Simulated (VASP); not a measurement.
Output of a VASP run:

### OSZICAR
```
       N       E                     dE             d eps       ncg     rms          rms(c)
DAV:   1     0.181366811547E+03    0.18137E+03   -0.14597E+04   640   0.154E+03
DAV:   2    -0.287132073087E+02   -0.21008E+03   -0.20661E+03   848   0.385E+02
DAV:   3    -0.356298228036E+02   -0.69166E+01   -0.69122E+01   992   0.712E+01
DAV:   4    -0.357522485568E+02   -0.12243E+00   -0.12240E+00   856   0.733E+00
DAV:   5    -0.357543299834E+02   -0.20814E-02   -0.20814E-02   880   0.753E-01    0.259E+01
DAV:   6    -0.300485089053E+02    0.57058E+01   -0.32713E+01   696   0.447E+01    0.109E+01
DAV:   7    -0.299672670732E+02    0.81242E-01   -0.12938E+00   864   0.951E+00    0.662E+00
DAV:   8    -0.299242912340E+02    0.42976E-01   -0.16506E-01   864   0.423E+00    0.437E-01
DAV:   9    -0.299241707647E+02    0.12047E-03   -0.14864E-02   840   0.897E-01    0.316E-01
DAV:  10    -0.299246579537E+02   -0.48719E-03   -0.43404E-03   728   0.670E-01    0.131E-01
DAV:  11    -0.299246558474E+02    0.21063E-05   -0.12663E-03   776   0.306E-01    0.123E-01
DAV:  12    -0.299246095336E+02    0.46314E-04   -0.25459E-04   760   0.128E-01    0.445E-03
DAV:  13    -0.299246102881E+02   -0.75455E-06   -0.60651E-06   776   0.209E-02
   1 F= -.29924610E+02 E0= -.29924610E+02  d E =-.299246E+02
```

File OUTCAR:
```
------------------------ aborting loop because EDIFF is reached ----------------------------------------
  FORCE on cell =-STRESS in cart. coord.  units (eV):
  Direction    XX          YY          ZZ          XY          YZ          ZX
  --------------------------------------------------------------------------------------
  Total       -0.0063560     -0.0063560     -0.0063560      0.0000000      0.0000000      0.0000000
  in kB       -0.3130282     -0.3130282     -0.3130282      0.0000000      0.0000000      0.0000000
  external PRESSURE =      -0.3130282 kB  Pullay stress =       0.0000000 kB
  volume of cell :       32.53
      direct lattice vectors                 reciprocal lattice vectors
     0.000000000  2.533725209  2.533725209    -0.197337895  0.197337895  0.197337895
     2.533725209  0.000000000  2.533725209     0.197337895 -0.197337895  0.197337895
     2.533725209  2.533725209  0.000000000     0.197337895  0.197337895 -0.197337895
 POSITION                                       TOTAL-FORCE (eV/Angst)
 -----------------------------------------------------------------------------------
      0.00000      0.00000      0.00000         0.000000     -0.000000     -0.000000
      1.26686      1.26686      1.26686        -0.000000     -0.000000     -0.000000
      3.80059      3.80059      3.80059         0.000000      0.000000      0.000000
 -----------------------------------------------------------------------------------
    total drift:                                0.000000      0.000000      0.000000
  FREE ENERGIE OF THE ION-ELECTRON SYSTEM (eV)
  ---------------------------------------------------
  free  energy   TOTEN  =       -29.9246102881 eV

  energy  without entropy=      -29.9246102881  energy(sigma->0) =      -29.92461029

 reached required accuracy - stopping structural energy minimisation
```
(Selected blocks of OUTCAR.)

**POSCAR**
```
ZrO2
1
   -0.0000000000     2.5337252087     2.5337252087
    2.5337252087    -0.0000000000     2.5337252087
    2.5337252087     2.5337252087     0.0000000000
Zr O
1 2
Direct
  0.0000000000   0.0000000000   0.0000000000
  0.2500000000   0.2500000000   0.2500000000
  0.7500000000   0.7500000000   0.7500000000
```

**Question.** Reconstruct the remaining input files.

**Answer.** One answer among several that fit: the input of the run itself, PBEsol GGA, plane waves, VASP's PBE PAW potentials (set 64).

INCAR:
```
# general
SYSTEM  = ZrO2
PREC    = Accurate
ENCUT   = 520   # plane-wave cut-off (eV)
LREAL   = .FALSE.   # projection in real space or not
LASPH   = .TRUE.   # aspherical one-centre terms

# electronic loop
EDIFF   = 1E-6   # SCF stop (eV)
NELM    = 100
ALGO    = Normal   # blocked Davidson
LMAXMIX = 4   # l cut-off of mixed one-centre charges

# smearing
ISMEAR  = 0   # Gaussian
SIGMA   = 0.05

# functional
GGA     = PS

# ions
IBRION  = 2   # conjugate gradients
NSW     = 60   # most ionic steps
ISIF    = 3   # ions, shape and volume
EDIFFG  = -0.02   # ionic stop

# output
LWAVE   = .FALSE.
LCHARG  = .FALSE.
```

### KPOINTS
```
Automatic mesh
0
Gamma
7 7 7
0 0 0
```

POTCAR, in this order: Zr_sv O (PBE.64 set). Program: vasp_std.

The structure comes from a computed database's ZrO2 entry (Fm-3m); how it stands against other phases isn't given here. It was relaxed first. The start is the result of an earlier pass.
